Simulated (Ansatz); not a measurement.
Property card for Ba

Theory: Ansatz, DFT PBE, scalar-relativistic, plane waves, PAW.

Cutoff 420 eV; k points 12×12×12 on the computed 1-atom cell (Γ-centred); Gaussian smearing, width 0.10 eV; no spin polarisation.

The structure is relaxed at this level of theory with its symmetry kept. This fcc form isn't the element's structure at ambient conditions.

```cif
data_structure
_symmetry_space_group_name_H-M 'P 1'
_symmetry_Int_Tables_number 1
_cell_length_a 4.4864
_cell_length_b 4.4864
_cell_length_c 4.4864
_cell_angle_alpha 60.000
_cell_angle_beta 60.000
_cell_angle_gamma 60.000
_cell_volume 63.85
loop_
_atom_site_label
_atom_site_type_symbol
_atom_site_fract_x
_atom_site_fract_y
_atom_site_fract_z
_atom_site_occupancy
Ba1 Ba 0.00000 0.00000 0.00000 1
```

* Space group: Fm-3m (No. 225)
* Volume per atom: 63.85 Å³
* Formation energy from the elements' standard states (uncorrected): +0.016 eV/atom
* Kohn–Sham band gap: none (metal)
* Density of states at the Fermi level: 1.72 states/eV per cell
* Bulk modulus: 8.6 GPa
* Its pressure derivative: 2.1
* Bader charges (e): Ba (1 in the cell) 0.00

Spin-orbit coupling is left out, which matters for the bands of heavy elements.